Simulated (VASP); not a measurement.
KBr: electric field gradients with r2SCAN

Crystal: KBr.

```xyz
2
Lattice="0.0000 3.2925 3.2925 3.2925 0.0000 3.2925 3.2925 3.2925 0.0000" Properties=species:S:1:pos:R:3 pbc="T T T"
K     0.0000    0.0000    0.0000
Br    3.2925    3.2925    3.2925
```

```
Program                : VASP 6.6.1
Task                   : electric field gradients
Functional             : r2SCAN
Potentials or basis    : VASP PAW PBE potentials, release 64 (K_sv, Br)
Cutoff                 : 520 eV
k mesh                 : 7 × 7 × 7
Occupations            : fermi-dirac, width 0.01 eV
Spin                   : no spin polarisation
Dipole correction      : no
Further INCAR settings : ALGO = Normal; EDIFF = 1e-08; NBANDS = 15
```

The pressure is 0.2 GPa. The band gap on the k mesh is 5.10 eV, direct.

Levels at points of the mesh, in eV from the valence-band top:
| k point | band 6 | band 7 | band 8 | band 9 | band 10 | band 11 |
| --- | --- | --- | --- | --- | --- | --- |
| (0.00, 0.00, 0.00) | 0.00 | 0.00 | 0.00 | 5.10 | 8.24 | 8.24 |

Electric field gradients, principal values (V/Å²):
| atom | Vxx | Vyy | Vzz |
| --- | --- | --- | --- |
| 1 K | 0.000 | 0.000 | 0.000 |
| 2 Br | -0.001 | -0.001 | 0.001 |

It took 76 s on 1 thread of Intel(R) Xeon(R) Platinum 8375C CPU @ 2.90GHz (Ice Lake) (shared host), peak memory 0.21 GiB.

Caveat: the PAW data sets were made with another functional, which shifts forces and pressure a little; an odd mesh through Γ misses points on the zone boundary, where band edges often lie.
